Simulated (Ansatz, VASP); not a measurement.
# BaTiO3 in VASP and in Ansatz

```
Ba Ti O
1.0
     3.99980    0.00000    0.00000
     0.00000    3.99980    0.00000
     0.00000    0.00000    4.01800
Ba Ti O
1 1 3
Cartesian
  0.0000 0.0000 0.0003
  1.9999 1.9999 1.9511
  1.9999 1.9999 0.1016
  1.9999 0.0000 2.0734
  0.0000 1.9999 2.0734
```

Alike in both runs: functional PBE; k mesh 6 × 6 × 6; occupations gaussian, width 0.05 eV; no spin polarisation.

Ansatz relaxed the structure, and its values are those at the end. VASP's run is a single point on that final structure, the one shown.

|  | VASP | Ansatz |
| --- | --- | --- |
| version | VASP 6.6.1 | Ansatz 0.2.0 |
| potentials or method | VASP PAW PBE potentials, release 64 (Ba_sv, Ti_sv, O) | scalar-relativistic, plane waves, PAW |
| plane-wave cutoff (eV) | 520 | 420 |
| valence electrons in the cell | 40 | 40 |

```tsv
	VASP	Ansatz	Ansatz less VASP
gap on the k mesh at the Fermi level (eV)	1.79	1.86	+0.066
least direct gap on the mesh (eV)	2.14	2.17	+0.029
pressure (GPa)	5.0	3.2	-1.79
rms of the force components (eV/Å)	0.022	0.001	-0.0216
```

The functional is the same, so the differences come from potentials, cutoffs and numerics. Ansatz warned: «gradients_without_spin_orbit».

Caveats: spin-orbit coupling is left out, which moves the levels of the heavy elements. A k mesh can miss the band edges.
